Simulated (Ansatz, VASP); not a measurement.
One calculation of MgO, two programs

File INCAR:

```
SYSTEM = MgO
PREC = Accurate ; ENCUT = 520
EDIFF = 1E-6 ; ISMEAR = -1
SIGMA = 0.02 ; LREAL = .False.
LASPH = .True. ; NELM = 80
ALGO = Normal ; ISIF = 2
LWAVE = .False. ; LCHARG = .False.
GGA = PE ; NBANDS = 11
```

KPOINTS

```
regular mesh
0
Gamma
  10 10 10
  0 0 0
```

The input POSCAR:

```
MgO
1.0
    0.0000000000      2.1021674158      2.1652324383
    2.1021674158      0.0000000000      2.1652324383
    2.1021674158      2.1021674158      0.0000000000
Mg O
1 1
Direct
    0.0000000000      0.0000000000      0.0000000000
    0.5000000000      0.5000000000      0.5000000000
```

Input for Ansatz:

```yaml
crystal:
  lattice:
    - [0.0, 2.1021674158, 2.1652324383]
    - [2.1021674158, 0.0, 2.1652324383]
    - [2.1021674158, 2.1021674158, 0.0]
  atoms:
    - { symbol: Mg, position: [0.0, 0.0, 0.0] }
    - { symbol: O, position: [0.5, 0.5, 0.5] }
kpoints:
  mp_grid: { grid: [10, 10, 10] }
  band_path:
    path:
      - [0.0, 0.0, 0.0]
      - [0.5, 0.0, 0.5]
      - [0.625, 0.25, 0.625]
      - [0.375, 0.375, 0.75]
      - [0.5, 0.5, 0.5]
      - [0.5, 0.25, 0.75]
    npoints: 1
hamiltonian:
  xc: pbe
scf:
  occupations: { method: fermi_dirac, width: 0.02 }
  n_extra_bands: 4
output:
  forces: true
  stress: true
  eigenvalues: true
```

Change from the starting cell: uniaxial_z strain +3.0%.

Alike in both runs: task single point; functional PBE; k mesh 10 × 10 × 10; occupations fermi-dirac, width 0.02 eV; no spin polarisation.

```csv
,VASP,Ansatz
version,VASP 6.6.1,Ansatz 0.2.0
potentials or method,"VASP PAW PBE potentials, release 64 (Mg, O)","plane waves, PAW"
plane-wave cutoff (eV),520,420
valence electrons in the cell,8,16
```

VASP gave:

* gap on the k mesh at the Fermi level (eV): 4.45
* pressure (GPa): 0.4
* largest component of the traceless stress (GPa): 3.45

**Question.** Which values does Ansatz return?

**Answer.** gap on the k mesh at the Fermi level (eV): 4.47; pressure (GPa): 1.1; largest component of the traceless stress (GPa): 3.43.

The functional is the same, so the differences come from potentials, cutoffs and numerics. The two sets of potentials don't hold the same shells in valence.
